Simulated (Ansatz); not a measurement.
The system is Bi2Se3 (Paraguanajuatite).

```xyz
5
Lattice="2.0715 1.1960 9.5453 -2.0715 1.1960 9.5453 0.0000 -2.3920 9.5453" Properties=species:S:1:pos:R:3 pbc="T T T"
Bi    0.0000    0.0000   17.1587
Bi    0.0000    0.0000   11.4773
Se    0.0000    0.0000   22.5738
Se    0.0000    0.0000    6.0622
Se    0.0000    0.0000    0.0000
```

```yaml
Program: Ansatz 0.2.0
Task: relaxation of cell and atoms
Functional: RPBE
Potentials_or_basis: Ansatz PAW
Cutoff: "420 eV (not typed: the program's choice for these potentials)"
k_mesh: 8 × 8 × 8
Occupations: fermi-dirac, width 0.05 eV
Spin: no spin polarisation
```

At the start: volume 28.38 Å³/atom.

Task: Where does the relaxation end?

Result: It ends after 14 steps and the volume is 37.20 Å³/atom (+31.1 %); space group R-3m (No. 166, to 0.05 Å).

The path:
| step | energy change (eV) | largest force (eV/Å) | volume (Å³) |
| --- | --- | --- | --- |
| 1 | 0.0000 | 0.1607 | 141.89 |
| 2 | -0.1292 | 0.4894 | 162.89 |
| 3 | -0.2221 | 0.0997 | 163.16 |
| 4 | -0.2560 | 0.0929 | 164.34 |
| 5 | -0.2752 | 0.0230 | 169.15 |
| 6 | -0.2773 | 0.0421 | 171.86 |
| 7 | -0.2775 | 0.0087 | 172.08 |
| 8 | -0.2905 | 0.0099 | 172.08 |
| 9 | -0.2973 | 0.0098 | 175.44 |
| 10 | -0.3026 | 0.0132 | 181.64 |
| 11 | -0.3030 | 0.0311 | 185.01 |
| 12 | -0.3032 | 0.0021 | 185.07 |
| 13 | -0.3032 | 0.0008 | 185.98 |
| 14 | -0.3046 | 0.0005 | 185.98 |

Final structure:
```xyz
5
Lattice="2.1166 1.2220 11.9839 -2.1166 1.2220 11.9839 0.0000 -2.4441 11.9839" Properties=species:S:1:pos:R:3 pbc="T T T"
Bi    0.0000    0.0000   21.9977
Bi    0.0000    0.0000   13.9541
Se    0.0000    0.0000   27.4971
Se    0.0000    0.0000    8.4546
Se    0.0000    0.0000    0.0000
```

Caveat: the volume moved by over 15 % at a fixed basis, so the end points are rough; the plane-wave basis is chosen anew once the cell has moved, so the energies of steps on either side of that aren't comparable; the volume moved by +31 % from the deposited cell, more than functionals usually miss; the PAW data sets come from PBE, with cores solved anew for the run's functional, which leaves a small shift of forces and pressure.
